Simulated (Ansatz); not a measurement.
**Barium, diamond under BLYP: structure, energy and stiffness, part 1 of 2**

The plan for barium in the diamond structure: relax it, solve it on a dense k-mesh, then scale the cell to 7 volumes from 88 to 112 % of the relaxed one and try a fit of the equation of state. Spin polarisation is left out. The k-meshes are 6×6×6 for the relaxation; 8×8×8 for the dense run; 6×6×6 for the volumes.

This is Ba in the diamond structure; at room conditions it is bcc.

Computed with Ansatz 0.2.0 (DFT BLYP, plane waves (420 eV) with PAW, scalar-relativistic; the PAW data stem from PBE, with regenerated cores, unless a step says otherwise).

## (1) The starting structure

Symmetry: Fd-3m, No. 227, cubic system. Conventional cell: a = 8.772 Å, b = 8.772 Å, c = 8.772 Å, α = 90.00°, β = 90.00°, γ = 90.00°. Ba (site symmetry -43m) has 4 Ba at 3.80 Å as nearest neighbours.

Coordinates:

```xyz
2
Lattice="0.0000 4.3860 4.3860 4.3860 0.0000 4.3860 4.3860 4.3860 0.0000" Properties=species:S:1:pos:R:3 pbc="T T T"
Ba    1.0965    1.0965    1.0965
Ba    7.6755    7.6755    7.6755
```

## (2) Geometry optimisation

Input file input.yaml:

```yaml
crystal:
  lattice:
    - [0.0, 4.3860266073, 4.3860266073]
    - [4.3860266073, 0.0, 4.3860266073]
    - [4.3860266073, 4.3860266073, 0.0]
  atoms:
    - { symbol: Ba, position: [0.125, 0.125, 0.125] }
    - { symbol: Ba, position: [0.875, 0.875, 0.875] }
hamiltonian:
  xc: blyp
  pseudopotentials:
    kind: paw
    azcp:
      Ba: "pseudopotentials/Ba.paw.azcp"
basis:
  ecutwfc: 420
  fft_grid_basis: typed
kpoints:
  mp_grid: { grid: [6, 6, 6], shift: [0, 0, 0] }
magnetization:
  spin_polarized: false
scf:
  occupations: { method: fermi_dirac, width: 0.1 }
relax:
  max_steps: 60
  f_tol: 0.01
  cell: {}
output:
  write_density: true
  write_potential: true
  elf: true
  volumetric_format: npy
```

Log, shortened:

```text
Warning: RAYON_NUM_THREADS=2 ignored (pool sized by the plan → 2); use --threads N
[...]
Pseudopotentials: kind: paw
Pseudopotential: Ba, paw, valence charge 10, recommended cutoff 420 eV (normal), <dir>
Functional definition: BLYP
[...]
Crystal: 2 atoms, lattice volume = 168.750 Å³
Basis set: ecut = 420 eV, 3287 PW (Γ), exchange–correlation on 90×90×90 points (8 copies of the dense FFT grid, shifted against one another)
Bands: 14, of which v1, the nominal top of the filled ones, is band 10 counted from 1 (9 counted from 0)
Symmetry: 48 space group operations
Space group: Fd-3m (ITA 227), of the structure as read, at distance tolerance 5.5e-5 Å
k-points: 16 of 216
[...]
SCF iter   1: F=—  HF=-11934.894706 eV  |F-HF|=—  |Δ(HF+E_count)|=         —  Δρ=2.59e-3  dr2=2.01e-2  ethr=1.77e-3  ⟨swp⟩=9.9  Hψ=3768  notcnv=0
[...]
relax step   1: F+E_penalty+E_count = -11934.90797724 eV  Δ(F+E_penalty+E_count) = +0.000e0 eV  max|allowed force component| = 2.313e-18 eV/Å  Δτ_max = 0.0000 Å  P = +0.456 GPa  Ω = 168.750 Å³  (7 SCF iters, dr2 threshold 1.00e-7 eV, accepted)
[...]
relax step   4: F+E_penalty+E_count = -11935.03197514 eV  Δ(F+E_penalty+E_count) = -5.390e-2 eV  max|allowed force component| = 2.371e-17 eV/Å  Δτ_max = 0.0000 Å  P = +0.295 GPa  Ω = 227.559 Å³  energy of the carried Pulay correction = -2.275e-4 eV  (6 SCF iters, dr2 threshold 2.00e-7 eV, accepted)
[...]
WARN: The input density's exchange-correlation potential varies sharply where the density is thin. Do not read a vacuum level from v_tot or v_xc, or from such a field of the output density. On a cell that repeats whose density bears no net charge and no dipole along the vacuum's axis use [...]
SCF converged after 5 iterations
Free energy (F): -11935.151047 eV
[...]
E sigma→0 (E₀):  -11935.049048 eV
Entropy (-TS):   -0.203998 eV (-101.999 meV/atom)
Fermi energy:    1.498683 eV
[...]
--- Forces (eV/Å), atoms counted from 1 ---
  atom   1  Ba     0.00000000     0.00000000     0.00000000
  atom   2  Ba    -0.00000000    -0.00000000    -0.00000000
[...]
--- Stress (GPa, compression-positive) ---
        0.000022       0.000000       0.000000
        0.000000       0.000022       0.000000
        0.000000       0.000000       0.000022
  P = ⅓ Tr σ = 0.0000 GPa (0.000 kbar)
--- Band table (eV; the first three rows and the last of 16) ---
  k-point 0: bands = ["-28.6244", "-28.6121", "-13.7520", "-13.7520", "-13.7520", "-13.6788", "-13.6788", "-13.6788", "-0.3802", "1.8182", "1.8182", "1.8182", "1.8903", "1.8903", "2.4931", "2.4931", "2.4931", "3.6848"]
[...]
--- Relaxed structure (10 steps of the walk, 10 accepted, 2 SCFs on fresh bases) ---
  F+E_penalty+E_count = -11935.15104708 eV   max|allowed force component| = 2.833e-17 eV/Å   (the final SCF, on the basis selected at the relaxed cell)
  cell:  # Å, volume = 322.5390 Å³
    - [-2.298888566989982e-33, 5.443155645048671, 5.443155645048671]
    - [5.443155645048671, 1.5055232184305357e-33, 5.443155645048671]
    - [5.443155645048671, 5.443155645048671, 1.8673742348682196e-33]
  atoms:
    - { symbol: Ba, position: [0.125, 0.125, 0.125] }
    - { symbol: Ba, position: [0.875, 0.875, 0.875] }
```

It took 30 s on 2 threads of Arm Neoverse V1, shared host; peak memory 0.54 GiB.

The walk, from the log:

```
step  energy change (meV/atom)  largest force (eV/Å)  pressure (GPa)  volume (Å³/atom)
   1                      0.00                0.0000            0.46            84.375
   2                     -5.10                0.0000            0.42            86.236
   3                    -35.05                0.0000            0.32            99.372
   4                    -62.00                0.0000            0.30           113.779
   5                    -88.01                0.0000            0.21           129.515
   6                    -97.86                0.0000           -0.04           146.640
   7                    -98.11                0.0000            0.01           143.713
   8                   -112.97                0.0000            0.16           143.713
   9                   -119.88                0.0000            0.07           153.504
  10                   -121.33                0.0000           -0.02           163.559
  11                   -121.48                0.0000            0.00           161.270
  12                   -121.53                0.0000            0.00           161.270
```

Steps that repeat a cell are solved on a basis chosen anew, so their changes of energy are no gain of the relaxation.

The cell of the run, before and after:

|  | before | after | change |
| --- | --- | --- | --- |
| a (Å) | 6.203 | 7.698 | +24.1 % |
| b (Å) | 6.203 | 7.698 | +24.1 % |
| c (Å) | 6.203 | 7.698 | +24.1 % |
| volume (Å³/atom) | 84.375 | 161.270 | +91.1 % |
| shortest distance (Å) | 3.798 | 4.714 | +24.1 % |
| space group (spins left aside) | Fd-3m | Fd-3m | same |

## (3) The energy on a finer k-mesh

Input file input.yaml:

```yaml
crystal:
  lattice:
    - [0.0, 5.443155645, 5.443155645]
    - [5.443155645, 0.0, 5.443155645]
    - [5.443155645, 5.443155645, 0.0]
  atoms:
    - { symbol: Ba, position: [0.125, 0.125, 0.125] }
    - { symbol: Ba, position: [0.875, 0.875, 0.875] }
hamiltonian:
  xc: blyp
  pseudopotentials:
    kind: paw
    azcp:
      Ba: "pseudopotentials/Ba.paw.azcp"
basis:
  ecutwfc: 420
  fft_grid_basis: typed
kpoints:
  mp_grid: { grid: [8, 8, 8], shift: [0, 0, 0] }
magnetization:
  spin_polarized: false
scf:
  occupations: { method: fermi_dirac, width: 0.1 }
output:
  write_density: true
  write_potential: true
  elf: true
  volumetric_format: npy
```

Log, shortened:

```text
Warning: RAYON_NUM_THREADS=2 ignored (pool sized by the plan → 2); use --threads N
[...]
Pseudopotentials: kind: paw
Pseudopotential: Ba, paw, valence charge 10, recommended cutoff 420 eV (normal), <dir>
Functional definition: BLYP
[...]
Crystal: 2 atoms, lattice volume = 322.539 Å³
Basis set: ecut = 420 eV, 6231 PW (Γ), exchange–correlation on 108×108×108 points (8 copies of the dense FFT grid, shifted against one another)
Bands: 14, of which v1, the nominal top of the filled ones, is band 10 counted from 1 (9 counted from 0)
Symmetry: 48 space group operations
Space group: Fd-3m (ITA 227), of the structure as read, at distance tolerance 6.9e-5 Å
k-points: 29 of 512
[...]
SCF iter   1: F=—  HF=-11935.141019 eV  |F-HF|=—  |Δ(HF+E_count)|=         —  Δρ=1.71e-3  dr2=1.41e-2  ethr=1.77e-3  ⟨swp⟩=8.6  Hψ=6866  notcnv=0
[...]
SCF iter   7: F=-11935.151033 eV  HF=-11935.151033 eV  |F-HF|=4.45e-9  |Δ(HF+E_count)|=   2.21e-7  Δρ=4.31e-7  dr2=9.24e-10  ethr=5.00e-10  ⟨swp⟩=4.4  Hψ=1872  notcnv=0
[...]
WARN: The input density's exchange-correlation potential varies sharply where the density is thin. Do not read a vacuum level from v_tot or v_xc, or from such a field of the output density. On a cell that repeats whose density bears no net charge and no dipole along the vacuum's axis use [...]
SCF converged after 7 iterations
Free energy (F): -11935.151033 eV
[...]
E sigma→0 (E₀):  -11935.049044 eV
Entropy (-TS):   -0.203977 eV (-101.988 meV/atom)
Fermi energy:    1.498547 eV
[...]
--- Band table (eV; the first three rows and the last of 29) ---
  k-point 0: bands = ["-28.6245", "-28.6122", "-13.7520", "-13.7520", "-13.7520", "-13.6789", "-13.6789", "-13.6789", "-0.3802", "1.8181", "1.8181", "1.8181", "1.8903", "1.8903", "2.4931", "2.4931", "2.4931", "3.6847"]
[...]
```

Wall time 7.4 s (2 threads of Arm Neoverse V1, shared host); peak memory 0.57 GiB.

The maps below are laid out on this run's own conventional cell (a, b, c = 10.886, 10.886, 10.886 Å).

Density in a lattice plane of the grid's cell (edges 10.89 and 10.89 Å, at 0.125 of the third edge), which holds Ba.

Ten even steps from '0' (0.00 e/Å³) to '9' (1.23 e/Å³):
```
000000000000000000000000
000000000000000000000000
000000000000000000000000
000000000000000000000000
000000000000001110000000
000000000000027972000000
000000000000179497100000
000000000000179497100000
000000000000027972000000
000000000000001110000000
000000000000000000000000
000000000000000000000000
000000000000000000000000
000000000000000000000000
001110000000000000000000
027972000000000000000000
179497100000000000000000
179497100000000000000000
027972000000000000000000
001110000000000000000000
```
Columns run along the first of these edges and rows up along the second, over one cell in 24 and 20 even steps from the bottom left corner. Atoms in the plane (fractional): Ba at (0.12, 0.12), Ba at (0.62, 0.62).

ELF in the same plane.

Ten even steps from ' ' (0.00) to '@' (0.87):
```
--....  ....==++++--::......      ......::--++++
++--::..::--++==--::::::::::......::::::::::--==
::::......::::::::::--==++--::..::--++==--::::::
....      ......::--++++--....  ....==++++--::..
              ..::==++--....--==--....--++==::..
                ..----....##@@@@@@##....----..  
                ..::..  ==@@**  **@@==  ..::..  
                ..::..  ==@@**  **@@==  ..::..  
                ..----....##@@@@@@##....----..  
              ..::==++--....--==--....--++==::..
....      ......::--++++--....  ....==++++--::..
::::......::::::::::--==++--::..::--++==--::::::
++--::..::--++==--::::::::::......::::::::::--==
--....  ....==++++--::......      ......::--++++
....--==--....--++==::..              ..::==++--
..##@@@@@@##....----..                  ..----..
==@@**  **@@==  ..::..                  ..::..  
==@@**  **@@==  ..::..                  ..::..  
..##@@@@@@##....----..                  ..----..
....--==--....--++==::..              ..::==++--
```
Columns run along the first of these edges and rows up along the second, over one cell in 24 and 20 even steps from the bottom left corner. Atoms in the plane (fractional): Ba at (0.12, 0.12), Ba at (0.62, 0.62).

Both are smooth fields of the valence electrons: close to the nuclei they are not physical.

Maxima of ELF outside the ion cores: 0.72 between the atoms, 2.4 Å from Ba.

## (4) Equation of state: 88 %

Input file input.yaml:

```yaml
crystal:
  lattice:
    - [0.0, 5.2160888086, 5.2160888086]
    - [5.2160888086, 0.0, 5.2160888086]
    - [5.2160888086, 5.2160888086, 0.0]
  atoms:
    - { symbol: Ba, position: [0.125, 0.125, 0.125] }
    - { symbol: Ba, position: [0.875, 0.875, 0.875] }
hamiltonian:
  xc: blyp
  pseudopotentials:
    kind: paw
    azcp:
      Ba: "pseudopotentials/Ba.paw.azcp"
basis:
  ecutwfc: 420
  fft_grid_basis: typed
kpoints:
  mp_grid: { grid: [6, 6, 6], shift: [0, 0, 0] }
magnetization:
  spin_polarized: false
scf:
  occupations: { method: fermi_dirac, width: 0.1 }
  lower_state_search: "off"
output:
  stress: true
```

Log, shortened:

```text
Warning: RAYON_NUM_THREADS=2 ignored (pool sized by the plan → 2); use --threads N
[...]
Pseudopotentials: kind: paw
Pseudopotential: Ba, paw, valence charge 10, recommended cutoff 420 eV (normal), <dir>
Functional definition: BLYP
[...]
Crystal: 2 atoms, lattice volume = 283.834 Å³
Basis set: ecut = 420 eV, 5577 PW (Γ), exchange–correlation on 100×100×100 points (8 copies of the dense FFT grid, shifted against one another)
Bands: 14, of which v1, the nominal top of the filled ones, is band 10 counted from 1 (9 counted from 0)
Symmetry: 48 space group operations
Space group: Fd-3m (ITA 227), of the structure as read, at distance tolerance 6.6e-5 Å
k-points: 16 of 216
[...]
SCF iter   1: F=—  HF=-11935.117455 eV  |F-HF|=—  |Δ(HF+E_count)|=         —  Δρ=1.82e-3  dr2=1.12e-2  ethr=1.77e-3  ⟨swp⟩=8.4  Hψ=3770  notcnv=0
[...]
SCF iter   7: F=-11935.130151 eV  HF=-11935.130151 eV  |F-HF|=1.37e-8  |Δ(HF+E_count)|=   2.80e-7  Δρ=5.64e-7  dr2=1.35e-9  ethr=5.00e-10  ⟨swp⟩=5.1  Hψ=983  notcnv=0
[...]
SCF converged after 7 iterations
Free energy (F): -11935.130151 eV
[...]
E sigma→0 (E₀):  -11935.013006 eV
Entropy (-TS):   -0.234290 eV (-117.145 meV/atom)
Fermi energy:    1.909865 eV
[...]
--- Stress (GPa, compression-positive) ---
        0.176059      -0.000000       0.000000
       -0.000000       0.176059      -0.000000
        0.000000       0.000000       0.176059
  P = ⅓ Tr σ = 0.1761 GPa (1.761 kbar)
```

Wall time 3.5 s (2 threads of Arm Neoverse V1, shared host); peak memory 0.49 GiB.

(Continued in part 2 of 2.)
